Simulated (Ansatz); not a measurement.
Method: DFT PBE, scalar-relativistic, plane waves, PAW in Ansatz. Settings: cutoff 420 eV, Γ-centred meshes spaced at most about 0.3 Å⁻¹, and about 0.25 Å⁻¹ or finer for metals (2π included), Gaussian smearing. No spin polarisation.

Each guess is relaxed in cell and atoms at zero pressure, on a coarse mesh first where it starts far from rest and then on a converged one. The steps can't lower the symmetry of the start, but it can rise. Energies are static (0 K, no zero-point motion).

Two unrelaxed guesses for Ti4Pt3:

A.

```cif
data_structure
_symmetry_space_group_name_H-M 'P-43m'
_symmetry_Int_Tables_number 215
_cell_length_a 4.8707
_cell_length_b 4.8707
_cell_length_c 4.8707
_cell_angle_alpha 90.000
_cell_angle_beta 90.000
_cell_angle_gamma 90.000
_cell_volume 115.55
loop_
_atom_site_label
_atom_site_type_symbol
_atom_site_symmetry_multiplicity
_atom_site_Wyckoff_symbol
_atom_site_fract_x
_atom_site_fract_y
_atom_site_fract_z
_atom_site_occupancy
Ti1 Ti 4 e 0.28429 0.71571 0.28429 1
Pt1 Pt 3 d 0.00000 0.00000 0.50000 1
```

B.

```cif
data_structure
_symmetry_space_group_name_H-M 'Pm-3m'
_symmetry_Int_Tables_number 221
_cell_length_a 4.9773
_cell_length_b 4.9773
_cell_length_c 4.9773
_cell_angle_alpha 90.000
_cell_angle_beta 90.000
_cell_angle_gamma 90.000
_cell_volume 123.31
loop_
_atom_site_label
_atom_site_type_symbol
_atom_site_symmetry_multiplicity
_atom_site_Wyckoff_symbol
_atom_site_fract_x
_atom_site_fract_y
_atom_site_fract_z
_atom_site_occupancy
Ti1 Ti 3 d 0.50000 0.00000 0.00000 1
Ti2 Ti 1 a 0.00000 0.00000 0.00000 1
Pt1 Pt 3 c 0.00000 0.50000 0.50000 1
```

Question: Where do they end, and which end is lower?

Answer: A ends lower, by 0.38 eV/atom. A: P-43m at 16.5 Å³/atom → P-43m at 20.9 Å³/atom; B: Pm-3m at 17.6 Å³/atom → Pm-3m at 19.2 Å³/atom. Counting all near atoms (those within 1.25 times the shortest distance at each site; a plus sign parts nearer from farther groups), the end of A has Ti 3+3, Pt 4 and the end of B has Ti 6, Pt 4. End of A. Conventional cell: a = 5.273 Å. Around Ti lie 3 Pt at 2.47 Å and 3 Ti at 3.00 Å; Pt is surrounded by 4 Ti at 2.47 Å. End of B. Conventional cell: a = 5.126 Å. Around Ti on a site of symmetry 4/mmm lie 2 Ti at 2.56 Å and 4 Pt at 2.56 Å; around Ti on a site of symmetry m-3m lie 6 Ti at 2.56 Å; Pt is surrounded by 4 Ti at 2.56 Å.

Ends held by symmetry can be saddle points. Spin–orbit coupling, which can matter for Pt, is left out.
